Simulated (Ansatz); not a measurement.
Input of an Ansatz 0.2.0 run:

The input input.yaml:

```yaml
crystal:
  lattice: { a: 3.94871063, b: 3.94871063, c: 3.94871063, alpha: 90.0, beta: 90.0, gamma: 90.0 }
  space_group: 225
  setting: { hermann_mauguin: Fm-3m }
  reduce_to_primitive: true
  atoms:
    - { symbol: W, position: [0.0, 0.0, 0.0] }
kpoints:
  mp_grid: { grid: [8, 8, 8] }
scf:
  occupations: { method: cold, width: 0.05 }
hamiltonian:
  xc: pbesol
  pseudopotentials: { kind: all_electron, lapw: { basis_error: 0.001 } }
  hubbard:
    sites: [{ species: W, l: d, u_eff: 5 }]
    double_counting: fll
    projectors: ortho-atomic
magnetization:
  noncollinear: true
  spin_orbit: true
output:
  forces: true
  stress: true
  eigenvalues: true
  populations: true
  hubbard: {}
```

Potentials or basis: all-electron LAPW, relativistic spinors.

Run with:

```console
$ ansatz run input.yaml --threads 1 --pin off --max-ram 2560MiB --backend cpu --events-out ev --progress --plain --runs-dir out
```

**Question.** Predict the band gap on the k mesh.

**Answer.** None (metal or under the smearing width).

**Question.** Estimate the pressure.

**Answer.** 23.4 GPa.

Caveat: U without spin polarisation on a metal has little footing; the U is typed as a test and isn't derived for this compound.
